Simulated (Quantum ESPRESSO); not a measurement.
# HfO2 (Fm-3m): phonons against volume, part 5 of 8

Aim: how the vibrations of HfO2 shift with volume, and the expansion that follows.

Quantum ESPRESSO 7.5; DFT PBEsol, scalar-relativistic, plane waves, GBRV ultrasoft pseudopotentials.

So far. Step 4 (Ground state at this cell): On a basis chosen for the relaxed cell the pressure is 0.027 GPa, small enough for phonons. Step 5 (Born charges and dielectric tensor): The Born charges sum to zero within 9.3e-4 e; the rest is removed before use. Acoustic frequencies in this log differ from zero by the error of the sum rule, which ph.x does not impose. This version of ph.x has a suspected fault in its gradient-corrected response, so the tensors carry some doubt.

## 6. A displaced supercell

One atom (for the harmonic constants) or a pair of atoms (for the cubic ones) is moved by a few hundredths of an ångström; the forces on all atoms give a column of force constants. The threshold is tight because the forces are small.

System of this step: HfO2. The structure is orthorhombic, space group Imm2 (No. 44). Conventional cell: a = 7.112 Å, b = 10.058 Å, c = 7.112 Å, α = 90.00°, β = 90.00°, γ = 90.00°. Nearest to Hf lie 8 O at 2.16 to 2.19 Å. Nearest to Hf lie 8 O at 2.18 Å. Hf has 8 O at 2.18 Å nearest. O has 4 Hf at 2.16 to 2.18 Å nearest. Farther neighbours and most contacts between anions are not listed.

disp-00001.in

```
&control
   calculation = 'scf'
   prefix = 'x'
   outdir = './tmp'
   pseudo_dir = './pseudo'
   tprnfor = .true.
   disk_io = 'none'
/
&system
   ibrav = 0
   nat = 24
   ntyp = 2
   ecutwfc = 45.0
   ecutrho = 270.0
   occupations = 'fixed'
   nbnd = 98
/
&electrons
   conv_thr = 1.0d-11
   mixing_beta = 0.7
   electron_maxstep = 100
/
ATOMIC_SPECIES
 Hf    178.4900  Hf.upf
 O      15.9990  O.upf
CELL_PARAMETERS angstrom
     0.000000000    5.028957860    5.028957860
     5.028957860    0.000000000    5.028957860
     5.028957860    5.028957860    0.000000000
ATOMIC_POSITIONS crystal
 Hf     0.002812140   0.000000000   0.000000000
 Hf     0.500000000   0.000000000   0.000000000
 Hf     0.000000000   0.500000000   0.000000000
 Hf     0.500000000   0.500000000   0.000000000
 Hf     0.000000000   0.000000000   0.500000000
 Hf     0.500000000   0.000000000   0.500000000
 Hf     0.000000000   0.500000000   0.500000000
 Hf     0.500000000   0.500000000   0.500000000
 O      0.125000000   0.125000000   0.125000000
 O      0.625000000   0.125000000   0.125000000
 O      0.125000000   0.625000000   0.125000000
 O      0.625000000   0.625000000   0.125000000
 O      0.125000000   0.125000000   0.625000000
 O      0.625000000   0.125000000   0.625000000
 O      0.125000000   0.625000000   0.625000000
 O      0.625000000   0.625000000   0.625000000
 O      0.375000000   0.375000000   0.375000000
 O      0.875000000   0.375000000   0.375000000
 O      0.375000000   0.875000000   0.375000000
 O      0.875000000   0.875000000   0.375000000
 O      0.375000000   0.375000000   0.875000000
 O      0.875000000   0.375000000   0.875000000
 O      0.375000000   0.875000000   0.875000000
 O      0.875000000   0.875000000   0.875000000
K_POINTS automatic
 3 3 3 0 0 0
```

Launch:

```sh
$ OMP_NUM_THREADS=1 mpirun -n 4 pw.x -nk 4 -in disp-00001.in > disp-00001.out
```

The log of the run:

```text
[banner, memory and clock lines left out]
Program PWSCF v.7.5

     Message from routine setup:
     using ibrav=0 with symmetry is DISCOURAGED, use correct ibrav instead

     G-vector sticks info

     bravais-lattice index     =            0
     lattice parameter (alat)  =      13.4398  a.u.
     unit-cell volume          =    1716.5663 (a.u.)^3
     number of atoms/cell      =           24
     number of atomic types    =            2
     number of electrons       =       192.00
     number of Kohn-Sham states=           98
     kinetic-energy cutoff     =      45.0000  Ry
     charge density cutoff     =     270.0000  Ry
     scf convergence threshold =      1.0E-11
     mixing beta               =       0.7000
     number of iterations used =            8  plain     mixing
     Exchange-correlation= SLA  PW   PSX  PSC
                           (   1   4  10   8   0   0   0)

     celldm(1)=  13.439771  celldm(2)=   0.000000  celldm(3)=   0.000000
     celldm(4)=   0.000000  celldm(5)=   0.000000  celldm(6)=   0.000000

     crystal axes: (cart. coord. in units of alat)
               a(1) = (   0.000000   0.707107   0.707107 )
               a(2) = (   0.707107   0.000000   0.707107 )
               a(3) = (   0.707107   0.707107   0.000000 )

     reciprocal axes: (cart. coord. in units 2 pi/alat)
               b(1) = ( -0.707107  0.707107  0.707107 )
               b(2) = (  0.707107 -0.707107  0.707107 )
               b(3) = (  0.707107  0.707107 -0.707107 )

     PseudoPot. # 1 for Hf read from file:
     ./pseudo/Hf.upf
     Pseudo is Ultrasoft + core correction, Zval = 12.0
     Using radial grid of  921 points,  8 beta functions with:
                l(1) =   0
                l(2) =   0
                l(3) =   0
                l(4) =   1
                l(5) =   1
                l(6) =   2
                l(7) =   2
                l(8) =   3
     Q(r) pseudized with  6 coefficients,  rinner =    1.200   1.200   1.200
                                                       1.200   1.200   1.200
                                                       1.200

     PseudoPot. # 2 for O  read from file:
     ./pseudo/O.upf
     Pseudo is Ultrasoft + core correction, Zval =  6.0
     Using radial grid of  737 points,  5 beta functions with:
                l(1) =   0
                l(2) =   0
                l(3) =   1
                l(4) =   1
                l(5) =   2
     Q(r) pseudized with  8 coefficients,  rinner =    0.900   0.900   0.900
                                                       0.900   0.900

     atomic species   valence    mass     pseudopotential
     Hf               12.00   178.49000     Hf( 1.00)
     O                 6.00    15.99900     O ( 1.00)

      4 Sym. Ops. (no inversion) found

   Cartesian axes

     site n.     atom                  positions (alat units)
         1        Hf     tau(   1) = (   0.0000000   0.0019885   0.0019885  )
         2        Hf     tau(   2) = (   0.0000000   0.3535534   0.3535534  )
         3        Hf     tau(   3) = (   0.3535534   0.0000000   0.3535534  )
         4        Hf     tau(   4) = (   0.3535534   0.3535534   0.7071068  )
         5        Hf     tau(   5) = (   0.3535534   0.3535534   0.0000000  )
         6        Hf     tau(   6) = (   0.3535534   0.7071068   0.3535534  )
         7        Hf     tau(   7) = (   0.7071068   0.3535534   0.3535534  )
         8        Hf     tau(   8) = (   0.7071068   0.7071068   0.7071068  )
         9        O      tau(   9) = (   0.1767767   0.1767767   0.1767767  )
        10        O      tau(  10) = (   0.1767767   0.5303301   0.5303301  )
        11        O      tau(  11) = (   0.5303301   0.1767767   0.5303301  )
        12        O      tau(  12) = (   0.5303301   0.5303301   0.8838835  )
        13        O      tau(  13) = (   0.5303301   0.5303301   0.1767767  )
        14        O      tau(  14) = (   0.5303301   0.8838835   0.5303301  )
        15        O      tau(  15) = (   0.8838835   0.5303301   0.5303301  )
        16        O      tau(  16) = (   0.8838835   0.8838835   0.8838835  )
        17        O      tau(  17) = (   0.5303301   0.5303301   0.5303301  )
        18        O      tau(  18) = (   0.5303301   0.8838835   0.8838835  )
        19        O      tau(  19) = (   0.8838835   0.5303301   0.8838835  )
        20        O      tau(  20) = (   0.8838835   0.8838835   1.2374369  )
        21        O      tau(  21) = (   0.8838835   0.8838835   0.5303301  )
        22        O      tau(  22) = (   0.8838835   1.2374369   0.8838835  )
        23        O      tau(  23) = (   1.2374369   0.8838835   0.8838835  )
        24        O      tau(  24) = (   1.2374369   1.2374369   1.2374369  )

     number of k points=     8
                       cart. coord. in units 2pi/alat
        k(    1) = (   0.0000000   0.0000000   0.0000000), wk =   0.0740741
        k(    2) = (   0.2357023   0.2357023  -0.2357023), wk =   0.2962963
        k(    3) = (   0.4714045   0.0000000  -0.0000000), wk =   0.1481481
        k(    4) = (  -0.0000000  -0.4714045   0.4714045), wk =   0.1481481
        k(    5) = (   0.2357023   0.2357023   0.2357023), wk =   0.2962963
        k(    6) = (  -0.0000000   0.4714045   0.0000000), wk =   0.2962963
        k(    7) = (  -0.4714045  -0.0000000  -0.4714045), wk =   0.5925926
        k(    8) = (   0.0000000   0.4714045   0.4714045), wk =   0.1481481

     Dense  grid:   128421 G-vectors     FFT dimensions: (  72,  72,  72)

     Smooth grid:    70049 G-vectors     FFT dimensions: (  60,  60,  60)

     Initial potential from superposition of free atoms

     starting charge     176.0000, renormalised to     192.0000

     negative rho (up, down):  9.479E-01 0.000E+00
     Starting wfcs are  168 randomized atomic wfcs

     per-process dynamical memory:   165.2 Mb

     Self-consistent Calculation

     iteration #  1     ecut=    45.00 Ry     beta= 0.70
     Davidson diagonalization with overlap
     ethr =  1.00E-02,  avg # of iterations =  2.0

     negative rho (up, down):  8.925E-01 0.000E+00

     total energy              =   -1785.35727685 Ry
     estimated scf accuracy    <       8.36217281 Ry

     iteration #  2     ecut=    45.00 Ry     beta= 0.70
     Davidson diagonalization with overlap
     ethr =  4.36E-03,  avg # of iterations =  3.0

     negative rho (up, down):  9.142E-01 0.000E+00

     total energy              =   -1786.94673194 Ry
     estimated scf accuracy    <       3.61892785 Ry

     iteration #  3     ecut=    45.00 Ry     beta= 0.70
     Davidson diagonalization with overlap
     ethr =  1.88E-03,  avg # of iterations =  2.6

[...]
total energy              =   -1787.85178970 Ry
     estimated scf accuracy    <       0.00000801 Ry

     iteration # 10     ecut=    45.00 Ry     beta= 0.70
     Davidson diagonalization with overlap
     ethr =  4.17E-09,  avg # of iterations =  1.0

     negative rho (up, down):  9.347E-01 0.000E+00

     total energy              =   -1787.85178887 Ry
     estimated scf accuracy    <       0.00000580 Ry

     iteration # 11     ecut=    45.00 Ry     beta= 0.70
     Davidson diagonalization with overlap
     ethr =  3.02E-09,  avg # of iterations =  1.9

     negative rho (up, down):  9.348E-01 0.000E+00

     total energy              =   -1787.85178792 Ry
     estimated scf accuracy    <       0.00000276 Ry

     iteration # 12     ecut=    45.00 Ry     beta= 0.70
     Davidson diagonalization with overlap
     ethr =  1.44E-09,  avg # of iterations =  3.0

     negative rho (up, down):  9.348E-01 0.000E+00

     total energy              =   -1787.85178836 Ry
     estimated scf accuracy    <       0.00000014 Ry

     iteration # 13     ecut=    45.00 Ry     beta= 0.70
     Davidson diagonalization with overlap
     ethr =  7.48E-11,  avg # of iterations =  6.8

     negative rho (up, down):  9.348E-01 0.000E+00

     total energy              =   -1787.85178845 Ry
     estimated scf accuracy    <       0.00000009 Ry

     iteration # 14     ecut=    45.00 Ry     beta= 0.70
     Davidson diagonalization with overlap
     ethr =  4.68E-11,  avg # of iterations =  2.9

     negative rho (up, down):  9.348E-01 0.000E+00

     total energy              =   -1787.85178844 Ry
     estimated scf accuracy    <       0.00000002 Ry

     iteration # 15     ecut=    45.00 Ry     beta= 0.70
     Davidson diagonalization with overlap
     ethr =  1.07E-11,  avg # of iterations =  4.9

     negative rho (up, down):  9.348E-01 0.000E+00

     total energy              =   -1787.85178845 Ry
     estimated scf accuracy    <       0.00000001 Ry

     iteration # 16     ecut=    45.00 Ry     beta= 0.70
     Davidson diagonalization with overlap
     ethr =  5.79E-12,  avg # of iterations =  2.0

     negative rho (up, down):  9.348E-01 0.000E+00

     total energy              =   -1787.85178845 Ry
     estimated scf accuracy    <          3.7E-09 Ry

     iteration # 17     ecut=    45.00 Ry     beta= 0.70
     Davidson diagonalization with overlap
     ethr =  1.92E-12,  avg # of iterations =  3.4

     negative rho (up, down):  9.348E-01 0.000E+00

     total energy              =   -1787.85178845 Ry
     estimated scf accuracy    <          8.1E-10 Ry

     iteration # 18     ecut=    45.00 Ry     beta= 0.70
     Davidson diagonalization with overlap
     ethr =  4.23E-13,  avg # of iterations =  4.0

     negative rho (up, down):  9.348E-01 0.000E+00

     End of self-consistent calculation

          k = 0.0000 0.0000 0.0000 (  8801 PWs)   bands (ev):

   -48.1662 -48.1498 -48.1498 -48.1498 -48.1494 -48.1443 -48.1443 -48.1439
   -17.2262 -17.2260 -17.2259 -17.1982 -17.1981 -17.1980 -17.1979 -16.8397
   -16.8396 -16.8396 -16.8396 -16.8395 -16.8394 -16.7544 -16.7544 -16.7544
   -16.7544 -16.7544 -16.7543 -16.7543 -16.7541 -16.6965 -16.6965 -16.6964
    -6.0796  -4.7951  -4.7949  -4.7935  -4.7935  -4.2534  -4.2519  -4.2507
    -3.7269  -3.7260  -3.7256  -3.5594  -3.5594  -3.5584  -3.5579  -2.8470
     5.9960   5.9961   5.9964   7.1698   7.1698   7.1701   8.2323   8.2323
     8.2324   8.2330   8.2330   8.2335   8.2337   8.2337   9.1631   9.1634
     9.1635   9.1637   9.1637   9.1640   9.5982   9.5996   9.5998   9.6001
     9.8940   9.8940   9.8944   9.8945  10.8387  10.8394  10.8394  10.8396
    10.8399  10.8399  10.8401  10.8402  11.1353  11.1354  11.1354  11.1355
    11.1358  11.1360  12.0917  12.0922  12.0925  12.7206  12.7206  12.7213
    16.4940  16.4942

          k = 0.2357 0.2357-0.2357 (  8766 PWs)   bands (ev):

   -48.1621 -48.1538 -48.1484 -48.1484 -48.1481 -48.1457 -48.1457 -48.1453
   -17.1594 -17.1592 -17.1590 -17.1502 -17.1499 -17.1497 -17.0802 -16.8858
   -16.8843 -16.8827 -16.8385 -16.8372 -16.8357 -16.8300 -16.8186 -16.8184
   -16.8184 -16.7758 -16.7757 -16.7757 -16.7400 -16.7399 -16.7111 -16.7111
[...]
16.9565  16.9685

          k = 0.4714 0.0000-0.0000 (  8748 PWs)   bands (ev):

[...]
16.9797  17.2024

          k =-0.0000-0.4714 0.4714 (  8736 PWs)   bands (ev):

[...]
17.1161  17.1188

          k = 0.2357 0.2357 0.2357 (  8766 PWs)   bands (ev):

[...]
16.9619  16.9649

          k =-0.0000 0.4714 0.0000 (  8748 PWs)   bands (ev):

[...]
16.9706  16.9789

          k =-0.4714-0.0000-0.4714 (  8736 PWs)   bands (ev):

[...]
17.1168  17.2721

          k = 0.0000 0.4714 0.4714 (  8736 PWs)   bands (ev):

[...]
-5.1751  -4.8997  -4.8990  -4.3395  -4.3333  -4.1929  -4.1896  -4.1851
    -3.9446  -3.9251  -3.8786  -3.8763  -3.8613  -3.6619  -3.6619  -3.5008
     7.1119   7.5429   7.5442   7.5656   7.5663   7.5774   7.6574   7.6589
     7.8935   7.8944   7.9508   7.9547   7.9825   8.0979   8.0982   8.4160
     8.8357   8.8363   8.8749   8.8769   9.0445   9.3836   9.4760   9.4769
     9.7132   9.7160   9.9142  10.0992  10.2554  10.2557  10.5908  10.6765
    10.6781  11.0994  11.1004  11.4583  11.4594  11.4601  11.5831  11.5867
    11.7109  11.7126  11.8205  11.8247  11.9146  11.9152  12.0568  12.1420
    17.1171  17.2717

     highest occupied, lowest unoccupied level (ev):    12.7213   16.4940

!    total energy              =   -1787.85178845 Ry
     estimated scf accuracy    <          9.6E-12 Ry

     The total energy is the sum of the following terms:
     one-electron contribution =    -190.65631091 Ry
     hartree contribution      =     216.51193783 Ry
     xc contribution           =    -719.57604138 Ry
     ewald contribution        =   -1094.13137400 Ry

     convergence has been achieved in  18 iterations

     negative rho (up, down):  9.348E-01 0.000E+00

     Forces acting on atoms (cartesian axes, Ry/au):

     atom    1 type  1   force =     0.00000000   -0.00851540   -0.00851540
     atom    2 type  1   force =     0.00000000    0.00504249    0.00504249
     atom    3 type  1   force =     0.00245892   -0.00250047    0.00258289
     atom    4 type  1   force =    -0.00245892    0.00258289   -0.00250047
     atom    5 type  1   force =     0.00245892    0.00258289   -0.00250047
     atom    6 type  1   force =    -0.00245892   -0.00250047    0.00258289
     atom    7 type  1   force =    -0.00000000    0.00012397    0.00012397
     atom    8 type  1   force =    -0.00000000   -0.00022464   -0.00022464
     atom    9 type  2   force =    -0.00028259    0.00058702    0.00058702
     atom   10 type  2   force =     0.00046220    0.00038467    0.00038467
     atom   11 type  2   force =     0.00000758    0.00084691    0.00087201
     atom   12 type  2   force =     0.00000744   -0.00054966   -0.00054473
     atom   13 type  2   force =     0.00000758    0.00087201    0.00084691
     atom   14 type  2   force =     0.00000744   -0.00054473   -0.00054966
     atom   15 type  2   force =    -0.00059739    0.00005915    0.00005915
     atom   16 type  2   force =     0.00060506    0.00004899    0.00004899
     atom   17 type  2   force =     0.00059739    0.00005915    0.00005915
     atom   18 type  2   force =    -0.00060506    0.00004899    0.00004899
     atom   19 type  2   force =    -0.00000744   -0.00054966   -0.00054473
     atom   20 type  2   force =    -0.00000758    0.00084691    0.00087201
     atom   21 type  2   force =    -0.00000744   -0.00054473   -0.00054966
     atom   22 type  2   force =    -0.00000758    0.00087201    0.00084691
     atom   23 type  2   force =     0.00028259    0.00058702    0.00058702
     atom   24 type  2   force =    -0.00046220    0.00038467    0.00038467

     Total force =     0.016859     Total SCF correction =     0.000002
     Message from routine punch:
     Nothing written, as per user request (disk_io='none')
```

The job ended after 1.9 min (4 MPI ranks of Arm Neoverse V2, shared host).

Numbers from this step:

- gap on the k-mesh: 3.773 eV

Force by atom:

```
atom  x (eV/Å)  y (eV/Å)  z (eV/Å)   size
 Hf1     0.000    -0.219    -0.219  0.310
 Hf2     0.000     0.130     0.130  0.183
 Hf3     0.063    -0.064     0.066  0.112
 Hf4    -0.063     0.066    -0.064  0.112
 Hf5     0.063     0.066    -0.064  0.112
 Hf6    -0.063    -0.064     0.066  0.112
 Hf7     0.000     0.003     0.003  0.005
 Hf8     0.000    -0.006    -0.006  0.008
  O9    -0.007     0.015     0.015  0.023
 O10     0.012     0.010     0.010  0.018
 O11     0.000     0.022     0.022  0.031
 O12     0.000    -0.014    -0.014  0.020
 O13     0.000     0.022     0.022  0.031
 O14     0.000    -0.014    -0.014  0.020
 O15    -0.015     0.002     0.002  0.016
 O16     0.016     0.001     0.001  0.016
 O17     0.015     0.002     0.002  0.016
 O18    -0.016     0.001     0.001  0.016
 O19     0.000    -0.014    -0.014  0.020
 O20     0.000     0.022     0.022  0.031
 O21     0.000    -0.014    -0.014  0.020
 O22     0.000     0.022     0.022  0.031
 O23     0.007     0.015     0.015  0.023
 O24    -0.012     0.010     0.010  0.018
```

At this level the gap is 3.77 eV on the k-mesh of the self-consistent run, which can miss the band edges.

## 7. A displaced supercell

One atom (for the harmonic constants) or a pair of atoms (for the cubic ones) is moved by a few hundredths of an ångström; the forces on all atoms give a column of force constants. The threshold is tight because the forces are small.

disp-00002.in, as its differences from disp-00001.in of step 6:

```diff
@@ -30,3 +30,3 @@
 ATOMIC_POSITIONS crystal
- Hf     0.002812140   0.000000000   0.000000000
+ Hf     0.000000000   0.000000000   0.000000000
  Hf     0.500000000   0.000000000   0.000000000
@@ -38,3 +38,3 @@
  Hf     0.500000000   0.500000000   0.500000000
- O      0.125000000   0.125000000   0.125000000
+ O      0.127812140   0.125000000   0.125000000
  O      0.625000000   0.125000000   0.125000000
```

Launch:

```sh
$ OMP_NUM_THREADS=1 mpirun -n 4 pw.x -nk 4 -in disp-00002.in > disp-00002.out
```

The log of the run:

```text
[banner, memory and clock lines left out]
Program PWSCF v.7.5

     Message from routine setup:
     using ibrav=0 with symmetry is DISCOURAGED, use correct ibrav instead

     G-vector sticks info

     bravais-lattice index     =            0
     lattice parameter (alat)  =      13.4398  a.u.
     unit-cell volume          =    1716.5663 (a.u.)^3
     number of atoms/cell      =           24
     number of atomic types    =            2
     number of electrons       =       192.00
[...]
atom    1 type  1   force =    -0.00048606    0.00039057    0.00039057
     atom    2 type  1   force =     0.00025949    0.00057901    0.00057901
     atom    3 type  1   force =     0.00000825    0.00084575    0.00087230
[...]
atom   23 type  2   force =     0.00001647   -0.00049665   -0.00049665
     atom   24 type  2   force =    -0.00002594    0.00160833    0.00160833

     Total force =     0.012376     Total SCF correction =     0.000002
     Message from routine punch:
     Nothing written, as per user request (disk_io='none')
[key lines of the parts left out:]
!    total energy              =   -1787.85181714 Ry
convergence has been achieved in  18 iterations
```

It took 2.8 min on 4 MPI ranks; 11 min of CPU time.

[end of part 5 of 8]

[Logs are printed without paths, hosts, clocks, repeated set-up lines and the standing remarks that a program may print on its own settings, such as how far it seeks lower states.]

[Hosts, paths, dates, database ids (printed as entryN), source tags and the programs' standing remarks are cut or masked in the printed files.]

[A step with changed settings may run another functional than the one named; its input shows which.]

[Of the runs on displaced cells, only some may be shown.]
